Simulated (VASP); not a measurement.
Slab: WS2, a slab with vacuum.

```xyz
3
Lattice="3.1835 0.0000 0.0000 -1.5918 2.7570 0.0000 0.0000 0.0000 16.9506" Properties=species:S:1:pos:R:3 pbc="T T T"
W     0.0000    0.0000    0.0000
S     0.0000    1.8380    1.5595
S     0.0000    1.8380   15.3911
```

Base run:

| Quantity | Value |
| --- | --- |
| Program | VASP 6.6.1 |
| Functional | r2SCAN |
| Potentials or basis | VASP PAW PBE potentials, release 64 (W_sv, S) |
| Cutoff | 520 eV |
| k mesh | 10 × 10 × 2 |
| Occupations | gaussian, width 0.02 eV |
| Spin | no spin polarisation |

Its results: band gap on the k mesh 2.10 eV, indirect (least direct gap 2.28 eV).

The run is repeated on the same cell with these changes: functional from r2SCAN to PBEsol. What comes out?

Band gap on the k mesh 1.99 eV, indirect (least direct gap 2.15 eV).

r2SCAN gives the wider gap, since meta-GGAs in the generalised Kohn-Sham scheme recover part of the derivative discontinuity.

Caveats: spin-orbit coupling is left out, which moves the levels of the heavy elements.

A k mesh can miss the band edges.
